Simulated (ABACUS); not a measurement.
Crystal: HfO2.

```
Hf O
1.0
     0.00000    2.55750    2.55750
     2.55750    0.00000    2.55750
     2.55750    2.55750    0.00000
Hf O
1 2
Direct
  0.00000 0.00000 0.00000
  0.75000 0.75000 0.75000
  0.25000 0.25000 0.25000
```

Measurements of this composition are mostly on another form, of space group No. 14.

- Program: ABACUS 3.10.1
- Task: relaxation of cell and atoms
- Functional: r2SCAN
- Potentials or basis: SG15 ONCV 1.2 PBE
- Cutoff: 1320 eV
- Density cutoff: 5279 eV
- Basis: plane waves
- k mesh: 6 × 6 × 6
- Occupations: fermi-dirac, width 0.05 eV
- Spin: no spin polarisation

At the start: pressure -15.2 GPa; volume 11.15 Å³/atom.

Q: Where does the relaxation end?

A: Over 3 steps the energy falls by 32.5 meV/atom and the volume is 10.49 Å³/atom (-5.9 %); space group Fm-3m (No. 225, to 0.05 Å).

The path:
```csv
step,energy change (eV),largest force (eV/Å),pressure (GPa),volume (Å³)
1,0.0000,0.0000,-15.19,33.46
2,-0.0972,0.0000,-0.86,31.58
3,-0.0974,0.0000,0.06,31.47
```

Final structure:
```
Hf O
1.0
     0.00000    2.50596    2.50596
     2.50596    0.00000    2.50596
     2.50596    2.50596    0.00000
Hf O
1 2
Direct
  0.00000 0.00000 0.00000
  0.75000 0.75000 0.75000
  0.25000 0.25000 0.25000
```

Caveat: the potentials were made for another functional, which shifts forces and pressure.
